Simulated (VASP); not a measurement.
# InPd (Pm-3m) in VASP: notebook

The runs below take InPd through relaxation of cell and atoms, with PBEsol, LDA.

Everything below comes from runs of VASP 6.6.1. Logs are shortened: lines on timing, memory, paths and dates and some standing lists are left out, and cuts for length are marked.

## Step 1: The structure

Symmetry: Pm-3m, No. 221, cubic system. Conventional cell: a = 3.249 Å, b = 3.249 Å, c = 3.249 Å, α = 90.00°, β = 90.00°, γ = 90.00°. In (site symmetry m-3m) is surrounded by 8 Pd at 2.81 Å. Pd (site symmetry m-3m) is surrounded by 8 In at 2.81 Å.

The cell comes from a database or a generator and needn't be the stable form of this composition.

## Step 2: Relaxation of cell and atoms, PBEsol

The input, INCAR:

```
SYSTEM = InPd
PREC = Accurate ; ENCUT = 600
EDIFF = 1E-7 ; ISMEAR = 1
SIGMA = 0.1 ; LREAL = .False.
LASPH = .True. ; NELM = 80
ALGO = Normal ; ISIF = 3
LWAVE = .False. ; LCHARG = .False.
GGA = PS ; IBRION = 2
NSW = 90 ; EDIFFG = -0.005
```

The input, KPOINTS:

```
regular mesh
0
Gamma
  12 12 12
  0 0 0
```

The input, POSCAR:

```
InPd                                    
1.0
    3.2490299712      0.0000000000      0.0000000000
   -0.0000000000      3.2490299712      0.0000000000
   -0.0000000000     -0.0000000000      3.2490299712
  In              Pd            
     1     1
Direct
     0.0000000000000000    0.0000000000000000    0.0000000000000000
     0.5000000000000000    0.5000000000000000    0.5000000000000000
```

Potentials or basis: VASP PAW PBE potentials, release 64 (In_d, Pd).

Started as:

```console
> cat potpaw_PBE.64/In_d/POTCAR potpaw_PBE.64/Pd/POTCAR > POTCAR
> mpirun -np 1 vasp_std > vasp.out
```

OUTCAR:

```text
SYSTEM = InPd
   PREC = Accurate
   ENCUT = 600
   EDIFF = 1E-7
   ISMEAR = 1
   LREAL = .False.
   LASPH = .True.
   NELM = 80
   ISIF = 3
   GGA = PS
   IBRION = 2
   NSW = 90
   EDIFFG = -0.005

 ion  position               nearest neighbor table
   1  0.000  0.000  0.000-   2 2.81   2 2.81   2 2.81   2 2.81   2 2.81   2 2.81   2 2.81   2 2.81

   2  0.500  0.500  0.500-   1 2.81   1 2.81   1 2.81   1 2.81   1 2.81   1 2.81   1 2.81   1 2.81

  LATTYP: Found a simple cubic cell.
 ALAT       =     3.2490299712

  Lattice vectors:

 A1 = (   3.2490299712,   0.0000000000,   0.0000000000)
 A2 = (   0.0000000000,   3.2490299712,   0.0000000000)
 A3 = (   0.0000000000,   0.0000000000,   3.2490299712)

Analysis of symmetry for initial positions (statically):
=====================================================================
 Subroutine PRICEL returns:
 Original cell was already a primitive cell.

 Routine SETGRP: Setting up the symmetry group for a
 simple cubic supercell.

 Subroutine GETGRP returns: Found 48 space group operations
 (whereof 48 operations were pure point group operations)
 out of a pool of 48 trial point group operations.

The static configuration has the point symmetry O_h .

Analysis of symmetry for dynamics (positions and initial velocities):
=====================================================================
 Subroutine PRICEL returns:
 Original cell was already a primitive cell.

 Routine SETGRP: Setting up the symmetry group for a
 simple cubic supercell.

 Subroutine GETGRP returns: Found 48 space group operations
 (whereof 48 operations were pure point group operations)
 out of a pool of 48 trial point group operations.

The dynamic configuration has the point symmetry O_h .

 Subroutine INISYM returns: Found 48 space group operations
 (whereof 48 operations are pure point group operations),
 and found     1 'primitive' translations

----------------------------------------------------------------------------------------

                                     Primitive cell

  volume of cell :      34.2974

  direct lattice vectors                    reciprocal lattice vectors
     3.249029971  0.000000000  0.000000000     0.307784172  0.000000000  0.000000000
     0.000000000  3.249029971  0.000000000     0.000000000  0.307784172  0.000000000
     0.000000000  0.000000000  3.249029971     0.000000000  0.000000000  0.307784172

  length of vectors
     3.249029971  3.249029971  3.249029971     0.307784172  0.307784172  0.307784172

  position of ions in fractional coordinates (direct lattice)
     0.000000000  0.000000000  0.000000000
     0.500000000  0.500000000  0.500000000

  ion indices of the primitive-cell ions
   primitive index   ion index
                 1           1
                 2           2

----------------------------------------------------------------------------------------

 KPOINTS: regular mesh

Automatic generation of k-mesh.
 Grid dimensions read from file:
 generate k-points for:   12   12   12

 Generating k-lattice:

  Cartesian coordinates                     Fractional coordinates (reciprocal lattice)
     0.025648681  0.000000000  0.000000000     0.083333333  0.000000000  0.000000000
     0.000000000  0.025648681  0.000000000     0.000000000  0.083333333  0.000000000
     0.000000000  0.000000000  0.025648681     0.000000000  0.000000000  0.083333333

  Length of vectors
     0.025648681  0.025648681  0.025648681

  Shift w.r.t. Gamma in fractional coordinates (k-lattice)
     0.000000000  0.000000000  0.000000000

 Subroutine IBZKPT returns following result:
 ===========================================

 Found     84 irreducible k-points:

 Following reciprocal coordinates:
            Coordinates               Weight
  0.000000  0.000000  0.000000      1.000000
  0.083333  0.000000  0.000000      6.000000
  0.166667  0.000000  0.000000      6.000000
  0.250000  0.000000  0.000000      6.000000
  0.333333  0.000000  0.000000      6.000000
  0.416667  0.000000  0.000000      6.000000
[... 16 lines left out ...]
  0.333333  0.333333  0.000000     12.000000
  0.416667  0.333333  0.000000     24.000000
 [... further k-points ...]
   k-points           NKPTS =     84   k-points in BZ     NKDIM =     84   number of bands    NBANDS=     15
   number of dos      NEDOS =    301   number of ions     NIONS =      2
   total plane-waves  NPLWV =  21952
   dimension x,y,z NGX =    28 NGY =   28 NGZ =   28
   dimension x,y,z NGXF=    56 NGYF=   56 NGZF=   56
   ions per type =               1   1
   NGX,Y,Z   is equivalent  to a cutoff of  14.33, 14.33, 14.33 a.u.
   NGXF,Y,Z  is equivalent  to a cutoff of  28.65, 28.65, 28.65 a.u.
 SYSTEM =  InPd
   PREC   = accura    normal or accurate (medium, high low for compatibility)
   ISTART =      0    job   : 0-new  1-cont  2-samecut
   ICHARG =      2    charge: 1-file 2-atom 10-const
   ISPIN  =      1    spin polarized calculation?
   LNONCOLLINEAR =      F non collinear calculations
   LSORBIT =      F    spin-orbit coupling
   LASPH  =      T    aspherical Exc in radial PAW
   ENCUT  =  600.0 eV  44.10 Ry    6.64 a.u.   6.49  6.49  6.49*2*pi/ulx,y,z
   NELM   =     80;   NELMIN=  2; NELMDL= -5     # of ELM steps
   EDIFF  = 0.1E-06   stopping-criterion for ELM
   LREAL  =      F    real-space projection
   EDIFFG = -.5E-02   stopping-criterion for IOM
   NSW    =     90    number of steps for IOM
   IBRION =      2    ionic relax: 0-MD 1-quasi-New 2-CG
   NFREE  =      1    steps in history (QN), initial steepest desc. (CG)
   ISIF   =      3    stress and relaxation
   ISYM   =      2    0-nonsym 1-usesym 2-fastsym
   POTIM  = 0.5000    time-step for ionic-motion
   TEBEG  =    0.0;   TEEND  =   0.0 temperature during run
   PSTRESS=    0.0 pullay stress
   NELECT =      23.0000    total number of electrons
   NUPDOWN=      -1.0000    fix difference up-down
   EMIN   =  10.00;   EMAX   =-10.00  energy-range for DOS
   EFERMI =   0.00;   METHOD = LEGACY
   ISMEAR =     1;   SIGMA  =   0.10  broadening in eV -4-tet -1-fermi 0-gaus
   EFERMI_NEDOS =   21; number of points for ismear=-14 and -15
   IALGO  =     38    algorithm
   IMIX   =      4    mixing-type and parameters
     AMIX     =   0.40;   BMIX     =  1.00
     AMIX_MAG =   1.60;   BMIX_MAG =  1.00
  volume/ion in A,a.u.               =      17.15       115.73
  Fermi-wavevector in a.u.,A,eV,Ry     =   1.432948  2.707879 27.937381  2.053340
  Thomas-Fermi vector in A             =   2.552520
   LORBIT       =      0    0 simple, 1 ext, 2 COOP (PROOUT), +10 PAW based schemes
   GGA     = PS    functional components
   LHFCALC =     F    Hartree Fock is set to
   AEXX    =    0.0000 exact exchange contribution
   IVDW    =     0    specifies the selected vdW correction
   LEPSILON=     F    determine dielectric tensor
   LRPA    =     F    only Hartree local field effects (RPA)
 conjugate gradient relaxation of ions
 non-spin polarized calculation
 Methfessel and Paxton  Order N= 1 SIGMA  =   0.10
  energy-cutoff  :      600.00
  volume of cell :       34.30
 maximum number of plane-waves:      1189
 NGX is ok and might be reduce to    28
   NGX = 13   NGY = 13   NGZ = 13

--------------------------------------- Ionic step        1  -------------------------------------------

 number of electron      23.0000006 magnetization

 Free energy of the ion-electron system (eV)
  ---------------------------------------------------
  ext. energy  EPLUGINS =         0.00000000
  ---------------------------------------------------
  free energy    TOTEN  =       -10.00041367 eV

  energy without entropy =      -10.00079229  energy(sigma->0) =      -10.00053988

------------------------ aborting loop because EDIFF is reached ----------------------------------------

  FORCE on cell =-STRESS in cart. coord.  units (eV):
  Direction    XX          YY          ZZ          XY          YZ          ZX
  --------------------------------------------------------------------------------------
  -------------------------------------------------------------------------------------
  Total       -0.0170353     -0.0170353     -0.0170353     -0.0000000     -0.0000000     -0.0000000
  in kB       -0.7957922     -0.7957922     -0.7957922     -0.0000000     -0.0000000     -0.0000000
  external PRESSURE =      -0.7957922 kB  Pullay stress =       0.0000000 kB

 VOLUME and BASIS-vectors are now :
 -----------------------------------------------------------------------------
  energy-cutoff  :      600.00
  volume of cell :       34.30
      direct lattice vectors                 reciprocal lattice vectors
     3.249029971  0.000000000  0.000000000     0.307784172  0.000000000  0.000000000
     0.000000000  3.249029971  0.000000000     0.000000000  0.307784172  0.000000000
     0.000000000  0.000000000  3.249029971     0.000000000  0.000000000  0.307784172
[... 37 lines left out ...]
 POSITION                                       TOTAL-FORCE (eV/Angst)
 -----------------------------------------------------------------------------------
      0.00000      0.00000      0.00000         0.000000      0.000000      0.000000
      1.62385      1.62385      1.62385        -0.000000     -0.000000      0.000000
 -----------------------------------------------------------------------------------
    total drift:                               -0.000000      0.000000      0.000000

  FREE ENERGIE OF THE ION-ELECTRON SYSTEM (eV)
  ---------------------------------------------------
  free  energy   TOTEN  =       -10.0004122032 eV

  energy  without entropy=      -10.0007863480  energy(sigma->0) =      -10.00053692

--------------------------------------- Ionic step        3  -------------------------------------------

 number of electron      23.0000006 magnetization

 Free energy of the ion-electron system (eV)
  ---------------------------------------------------
  ext. energy  EPLUGINS =         0.00000000
  ---------------------------------------------------
  free energy    TOTEN  =       -10.00041860 eV

  energy without entropy =      -10.00079521  energy(sigma->0) =      -10.00054413

 E-fermi :  10.6583     XC(G=0): -12.5263

 val. band max:       10.6351397598   @ k =   0.5000   0.4167   0.2500
 cond. band min:      10.6659237482   @ k =   0.4167   0.2500   0.2500
 fundamental gap:      0.0307839884
 Fermi energy:        10.6583125198

 k-point     1 :       0.0000    0.0000    0.0000
  band No.  band energies     occupation
      1      -4.2713      2.00000
      2      -4.2713      2.00000
      3      -3.8307      2.00000
      4      -3.8307      2.00000
      5      -3.8307      2.00000
      6       0.3627      2.00000
      7       6.7376      2.00000
      8       6.7376      2.00000
      9       8.3404      2.00000
     10       8.3404      2.00000
     11       8.3404      2.00000
     12      14.8590      0.00000
     13      14.8590      0.00000
     14      14.8590      0.00000
     15      20.3053      0.00000
[... 397 lines left out ...]
 k-point    24 :       0.4167    0.3333    0.0000
  band No.  band energies     occupation
      1      -4.1399      2.00000
      2      -4.0902      2.00000
      3      -3.9646      2.00000
      4      -3.9342      2.00000
      5      -3.7225      2.00000
      6       3.9920      2.00000
      7       6.3066      2.00000
      8       7.4527      2.00000
      9       7.7278      2.00000
     10       7.7661      2.00000
     11       7.9950      2.00000
     12       9.8147      2.00000
     13      13.0393      0.00000
     14      15.4825      0.00000
     15      20.0140      0.00000

 [... further k-points ...]

------------------------ aborting loop because EDIFF is reached ----------------------------------------

  FORCE on cell =-STRESS in cart. coord.  units (eV):
  Direction    XX          YY          ZZ          XY          YZ          ZX
  --------------------------------------------------------------------------------------
  -------------------------------------------------------------------------------------
  Total        0.0019721      0.0019721      0.0019721      0.0000000      0.0000000     -0.0000000
  in kB        0.0921762      0.0921762      0.0921762      0.0000000      0.0000000     -0.0000000
  external PRESSURE =       0.0921762 kB  Pullay stress =       0.0000000 kB

 VOLUME and BASIS-vectors are now :
 -----------------------------------------------------------------------------
  energy-cutoff  :      600.00
  volume of cell :       34.28
      direct lattice vectors                 reciprocal lattice vectors
     3.248415376 -0.000000000 -0.000000000     0.307842404  0.000000000  0.000000000
    -0.000000000  3.248415376  0.000000000     0.000000000  0.307842404  0.000000000
    -0.000000000 -0.000000000  3.248415376     0.000000000 -0.000000000  0.307842404

 POSITION                                       TOTAL-FORCE (eV/Angst)
 -----------------------------------------------------------------------------------
      0.00000      0.00000      0.00000         0.000000      0.000000      0.000000
      1.62421      1.62421      1.62421        -0.000000     -0.000000      0.000000
 -----------------------------------------------------------------------------------
    total drift:                               -0.000000      0.000000      0.000000

  FREE ENERGIE OF THE ION-ELECTRON SYSTEM (eV)
  ---------------------------------------------------
  free  energy   TOTEN  =       -10.0004185977 eV

  energy  without entropy=      -10.0007952079  energy(sigma->0) =      -10.00054413

 reached required accuracy - stopping structural energy minimisation
```

Run time: 1.9 min. Hardware: 1 thread of Intel Xeon Platinum 8175M at 2.50GHz (Skylake/Cascade Lake), shared host; peak memory 0.2 GiB.

Results:

```
Free energy                            : -10.0004 eV
Relaxed volume                         : 17.14 Å³/atom
Relaxed cell                           : a = 3.248 Å, b = 3.248 Å, c = 3.248 Å, α = 90.00°, β = 90.00°, γ = 90.00°
Space group after relaxing (to 0.05 Å) : Pm-3m (No. 221)
Energy gained by relaxing              : 0.0 meV/atom
Ionic steps                            : 3
Pressure after relaxing                : 0.0 GPa
Band gap on the k mesh                 : none (metal or under the smearing width)
```

Final structure:
```xyz
2
Lattice="3.2484 0.0000 0.0000 0.0000 3.2484 0.0000 0.0000 0.0000 3.2484" Properties=species:S:1:pos:R:3 pbc="T T T"
In    0.0000    0.0000    0.0000
Pd    1.6242    1.6242    1.6242
```

Caveat: the PAW data sets were made with another functional, which shifts forces and pressure a little.

## Step 3: Relaxation of cell and atoms, LDA

This run uses another cell than the first one, of 17.51 Å³/atom, 1.021 times its volume.

The input, INCAR:

```
PREC = Accurate
ENCUT = 600
EDIFF = 1E-6
ISMEAR = 1
SIGMA = 0.1
LREAL = F
LASPH = T
NELM = 80
ALGO = Normal
ISIF = 3
LWAVE = F
LCHARG = F
IBRION = 2
NSW = 90
EDIFFG = -0.01
```

The input, KPOINTS:

```
Automatic mesh
0
Gamma
  12 12 12
```

The input, POSCAR:

```
InPd
1.0
    3.2718847800      0.0000000000      0.0000000000
    0.0000000000      3.2718847800      0.0000000000
    0.0000000000      0.0000000000      3.2718847800
In Pd
1 1
Direct
    0.0000000000      0.0000000000      0.0000000000
    0.5000000000      0.5000000000      0.5000000000
```

Potentials or basis: VASP PAW LDA potentials, release 64 (In_d, Pd).

Started as:

```console
> cat potpaw_LDA.64/In_d/POTCAR potpaw_LDA.64/Pd/POTCAR > POTCAR
> mpirun -np 1 vasp_std > vasp.out
```

Run time: 53 s. Hardware: 1 thread of Intel Xeon Platinum 8488C (Sapphire Rapids), shared host; peak memory 0.19 GiB.

The run converged. Its results:

```yaml
Free_energy: -10.7992 eV
Relaxed_volume: 16.68 Å³/atom
Relaxed_cell: a = 3.219 Å, b = 3.219 Å, c = 3.219 Å, α = 90.00°, β = 90.00°, γ = 90.00°
Space_group_after_relaxing_to_0.05_Å: Pm-3m (No. 221)
Energy_gained_by_relaxing: 18.2 meV/atom
Ionic_steps: 3
Pressure_after_relaxing: 0.0 GPa
Band_gap_on_the_k_mesh: none (metal or under the smearing width)
```

Step by step:
```
step  energy change (eV)  largest force (eV/Å)  pressure (GPa)  volume (Å³)
   1              0.0000                0.0000           -6.53        35.03
   2              0.0164                0.0000            9.90        31.53
   3             -0.0364                0.0000           -0.05        33.36
```

Final structure:
```xyz
2
Lattice="3.2192 0.0000 0.0000 0.0000 3.2192 0.0000 0.0000 0.0000 3.2192" Properties=species:S:1:pos:R:3 pbc="T T T"
In    0.0000    0.0000    0.0000
Pd    1.6096    1.6096    1.6096
```

Levels at points of the mesh, in eV from the Fermi level:
| k point | band 9 | band 10 | band 11 | band 12 | band 13 | band 14 |
| --- | --- | --- | --- | --- | --- | --- |
| (0.00, 0.00, 0.00) | -2.40 | -2.40 | -2.40 | 4.20 | 4.20 | 4.20 |
| (0.50, 0.00, 0.00) | -3.49 | -3.49 | -2.50 | -1.17 | 9.88 | 9.88 |
| (0.50, 0.50, 0.00) | -2.83 | -2.55 | -2.55 | -1.77 | 1.64 | 2.59 |
| (0.50, 0.50, 0.50) | -1.73 | -1.73 | -0.06 | 3.86 | 3.86 | 3.86 |

## Step 4: Relaxation of cell and atoms, LDA

This run uses another cell than the first one, of 16.68 Å³/atom, 0.973 times its volume.

INCAR: that of step 3 with these lines changed.

```diff
@@ -2,3 +2,3 @@
 ENCUT = 600
-EDIFF = 1E-6
+EDIFF = 1E-7
 ISMEAR = 1
@@ -14,2 +14,2 @@
 NSW = 90
-EDIFFG = -0.01
+EDIFFG = -0.005
```

KPOINTS is that of step 3.

The input, POSCAR:

```
InPd                                    
1.0
    3.2192101132     -0.0000000000     -0.0000000000
   -0.0000000000      3.2192101132      0.0000000000
   -0.0000000000      0.0000000000      3.2192101132
  In              Pd            
     1     1
Direct
     0.0000000000000000    0.0000000000000000    0.0000000000000000
     0.5000000000000000    0.5000000000000000    0.5000000000000000
```

Started as:

```console
> cat potpaw_LDA.64/In_d/POTCAR potpaw_LDA.64/Pd/POTCAR > POTCAR
> mpirun -np 1 vasp_std > vasp.out
```

Run time: 48 s. Hardware: 1 thread of Intel Xeon Platinum 8488C (Sapphire Rapids), shared host; peak memory 0.19 GiB.

It converged, with:

| Property | Result |
| --- | --- |
| Free energy | -10.7986 eV |
| Relaxed volume | 16.67 Å³/atom |
| Relaxed cell | a = 3.218 Å, b = 3.218 Å, c = 3.218 Å, α = 90.00°, β = 90.00°, γ = 90.00° |
| Space group after relaxing (to 0.05 Å) | Pm-3m (No. 221) |
| Energy gained by relaxing | 0.0 meV/atom |
| Ionic steps | 3 |
| Pressure after relaxing | 0.0 GPa |
| Band gap on the k mesh | none (metal or under the smearing width) |

Final structure:
```
In Pd
1.0
     3.21845    0.00000    0.00000
     0.00000    3.21845    0.00000
     0.00000    0.00000    3.21845
In Pd
1 1
Direct
  0.00000 0.00000 0.00000
  0.50000 0.50000 0.50000
```

Levels at points of the mesh, in eV from the Fermi level:
```
           k point  band 7  band 8  band 9  band 10  band 11  band 12  band 13  band 14  band 15
(0.00, 0.00, 0.00)   -4.07   -4.07   -2.40    -2.40    -2.40     4.20     4.20     4.20     9.91
(0.50, 0.00, 0.00)   -6.39   -4.08   -3.49    -3.49    -2.50    -1.17     9.88     9.88    10.15
(0.50, 0.50, 0.00)   -3.71   -2.83   -2.83    -2.55    -2.55    -1.78     1.64     2.59     9.65
(0.50, 0.50, 0.50)   -5.22   -5.22   -1.73    -1.73    -0.06     3.86     3.86     3.86     4.59
```
